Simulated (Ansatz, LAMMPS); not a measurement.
# A vacancy of Al at several sites of Al2O3 with crystalline order left by the classical run (155 atoms): runs compared

At which site of Al2O3 with crystalline order left by the classical run (155 atoms) does a vacancy of Al cost least, and what about the site decides it?

Computed with Ansatz 0.2.0: Kohn-Sham DFT, PBE, PAW (set soft_1), plane waves.

**1. The cell as built**

The cell holds 155 atoms: 62 Al and 93 O. Cell: a = 11.819 Å, b = 11.819 Å, c = 11.819 Å, α = 90.0°, β = 90.0°, γ = 90.0°. 155 atoms (62 Al, 93 O) placed at random at 3.18 g/cm³, melted at 5000 K for 10 ps at fixed volume with the Morse and Coulomb pair potential with partial charges (Pedone, Malavasi, Menziani, Cormack and Segre, J. Phys. Chem. B 110, 11780 (2006)). Quenched from 5000 K to 300 K at 20 K/ps and fixed volume, held 5 ps, then minimised at fixed cell.

What the set-up can't give: The quench rate of 20 K/ps is many orders above laboratory rates, so the cell is likely richer in defects and strain than a real sample. The starting topology of bonds comes from the classical model, and needn't be the one that DFT or experiment would give. Sampling is at Γ alone, for a cell whose shortest periodic width is 12 Å.

**2. The reference run**

The reference is a single point at the end of the relaxation.

Every defect cell starts from the geometry of this run and is relaxed in the fixed cell.

Its input, with most atom lines left out:

```yaml
crystal:
  lattice:
    - [11.8191, 0.0, 0.0]
    - [0.0, 11.8191, 0.0]
    - [0.0, 0.0, 11.8191]
  atoms:
    - { symbol: Al, position: [0.54198, 0.43048, 0.32362] }
    - { symbol: Al, position: [0.39719, 0.69686, 0.08203] }
    - { symbol: Al, position: [0.39935, 0.30876, 0.48834] }
    - { symbol: Al, position: [0.49351, 0.46537, 0.00356] }
    - { symbol: Al, position: [0.39896, 0.5612, 0.50013] }
    - { symbol: Al, position: [0.59556, 0.8508, 0.15944] }
    - { symbol: Al, position: [0.54097, 0.69626, 0.66219] }
    [... atom lines 8 to 155 left out ...]
kpoints:
  mp_grid: { grid: [1, 1, 1] }
hamiltonian:
  xc: pbe
  pseudopotentials: { kind: paw, azcp: { folder: soft_1 } }
scf:
  occupations: { method: gaussian, width: 0.05 }
output:
  forces: true
  stress: true
  populations: true
  dos:
    method: { smearing: { sigma: 0.1 } }
    de: 0.1
    projected: { site_lists: { Al: [Al], O: [O] } }
  eigenvalues: true
  write_density: true
  write_potential: true
  volumetric_format: npy
```

- free energy per atom: -556.8610 eV/atom
- r.m.s. force component: 0.01035 eV/Å
- pressure: -5.075 GPa

Filled and empty levels are parted by 3.35 eV (at Γ alone); a semilocal functional tends to put such gaps too low. In a disordered cell it changes from sample to sample, and tail or defect levels can set it.

**3. The runs**

Each row is one run, on 8 threads of Arm Neoverse V2, shared host. The free energy is the program's total, comparable only between runs with the same functional, potentials and atoms.

```csv
run,atoms,outcome,"ionic steps, all passes",free energy (eV),time,host memory (GiB)
Single point at the start,155,converged,-,-86311.318,12 s,2.4
Relaxation,155,converged,4,-86313.453,39 s,2.3
Single point at the relaxed geometry,155,converged,-,-86313.453,24 s,2.4
"Vacancy of Al, site Al21",154,converged,13,-85765.905,9.3 min,4.2
"Vacancy of Al, site Al29",154,converged,8,-85764.185,6.7 min,4.3
"Vacancy of Al, site Al6",154,converged,12,-85765.306,8 min,4.2
"Vacancy of Al, site Al36",154,converged,9,-85764.662,7 min,4.2
"Vacancy of Al, site Al49",154,converged,13,-85765.911,8.9 min,4.3
"Vacancy of Al, site Al60",154,converged,10,-85764.877,7.7 min,4.3
```

The surroundings of site Al49, the cheapest one, after relaxation: 10 atoms, nearest first, with positions taken from that point. Atoms keep their numbers of the cell before the removal, where the removed atom was number 49.

```csv
atom,x,y,z,distance (Å),bonds,moment (μB)
O151,-1.34,1.43,-0.23,1.97,2,0.48
O84,-0.01,0.06,-1.98,1.98,2,0.59
O117,0.20,0.09,2.05,2.06,3,0.02
O106,-1.22,-1.79,0.23,2.18,3,0.04
O121,1.77,1.37,0.10,2.24,3,0.01
Al10,-1.09,-1.23,1.92,2.53,6,0.00
O66,1.76,-1.84,-0.22,2.56,4,0.00
Al6,1.22,-1.25,-1.97,2.63,5,0.00
Al40,1.30,1.60,1.81,2.74,5,0.00
Al23,-1.30,1.42,-2.07,2.83,6,0.00
```

The column of bonds counts only the pairs O-Al within 2.49 Å; other neighbours, such as metal atoms beside each other in a compound, aren't counted, and periodic images can show an atom twice.

**4. The sites compared**

All these cells hold the same atoms, so their energies can be compared with no chemical potential.

| site | neighbours | mean distance (Å) | atoms within 6 Å | energy over the best site (eV) | before relaxation (eV) | gain on relaxing (eV) | moment (μB) |
| --- | --- | --- | --- | --- | --- | --- | --- |
| Al49 | O6 | 1.94 | 83 | 0.00 | 0.34 | 2.28 | 3.0 |
| Al21 | O4 | 1.83 | 74 | 0.01 | 0.00 | 1.94 | 3.0 |
| Al6 | O5 | 1.88 | 79 | 0.60 | 0.06 | 1.40 | 3.0 |
| Al60 | O4 | 1.78 | 85 | 1.03 | 0.42 | 1.33 | 3.0 |
| Al36 | O4 | 1.81 | 81 | 1.25 | 0.59 | 1.28 | 3.0 |
| Al29 | O6 | 2.00 | 72 | 1.73 | 1.36 | 1.58 | 3.0 |

Neighbours are those of the relaxed host within 2.43 Å (O-Al); other pairs aren't counted.

**5. Outcome**

The cheapest site is Al49 (6 neighbours, O6); the dearest, Al29 (6 neighbours, O6), costs 1.7 eV more. Al21 lies within 0.02 eV of the cheapest, a tie at this tolerance. By coordination the energies over the best site are 0.01 to 1.25 eV with 4 neighbours, 0.60 eV with 5 neighbours and 0.00 to 1.73 eV with 6 neighbours. Relaxation changes the order: the best site before relaxing was Al21.

Caveats: Defects are neutral and interact with their images. The reference ran with gaussian smearing of 0.05 eV, but 6 of the 6 defect cells with fermi-dirac smearing of 0.025 eV, spin polarised. In a disordered cell the relaxation can also rearrange atoms far from the site. In the spin-polarised runs the search for a state of lower energy was switched off. Only 6 of the 62 Al sites were tried; unless symmetry makes the others alike to these, a cheaper one may exist. A local or semilocal functional tends to spread out the unpaired spin of such defects. The pressure of -5.1 GPa shows the cell to be stretched for this functional.

The DFT runs together took 49 min of wall time.

[Logs are printed without paths, hosts, clocks, repeated set-up lines and the standing remarks that a program may print on its own settings, such as how far it seeks lower states.]

[Hosts, paths, dates, database ids (printed as entryN), source tags and the programs' standing remarks are cut or masked in the printed files.]
